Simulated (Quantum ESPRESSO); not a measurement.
# Sn under changes of volume

One of the cells (33.803 Å³/atom); the others are scaled copies at fixed shape and fractional positions:

```
Sn
1.0
     0.00000    3.23334    3.23334
     3.23334    0.00000    3.23334
     3.23334    3.23334    0.00000
Sn
2
Direct
  0.75000 0.75000 0.75000
  0.50000 0.50000 0.50000
```

This isn't the form of Sn at room conditions, which is tetragonal (white tin).

| Item | Value |
| --- | --- |
| Program | Quantum ESPRESSO 7.5 |
| Functional | PBE |
| Potentials or basis | SSSP 1.3 efficiency PBE |
| Cutoff | 816 eV |
| Density cutoff | 6531 eV |
| k mesh | 7 × 7 × 7 |
| Occupations | fermi-dirac, width 0.05 eV |
| Spin | no spin polarisation |

```csv
volume (Å³/atom),energy over the lowest point (meV/atom),pressure (GPa)
31.775,101.50,7.6
32.451,72.26,6.2
33.127,48.66,5.0
33.803,30.11,3.8
34.479,16.12,2.8
35.155,?,?
35.831,0.00,1.1
```

**Question.** What does the run at 35.155 Å³/atom give?

**Answer.** Energy over the lowest point 6.22 meV/atom; pressure 1.9 GPa.

Worked out: A Birch-Murnaghan fit of order 3 (a polynomial in V^(-2/3)) to the other rows has its minimum at 36.82 Å³/atom, just outside them, with B0 = V·E''(V) = 37 GPa and B' = 4.7. It gives 6.22 meV/atom at 35.155 Å³/atom, against the run's 6.22, and -dE/dV = 1.9 GPa, against 1.9.

Energies are extrapolated to zero smearing.
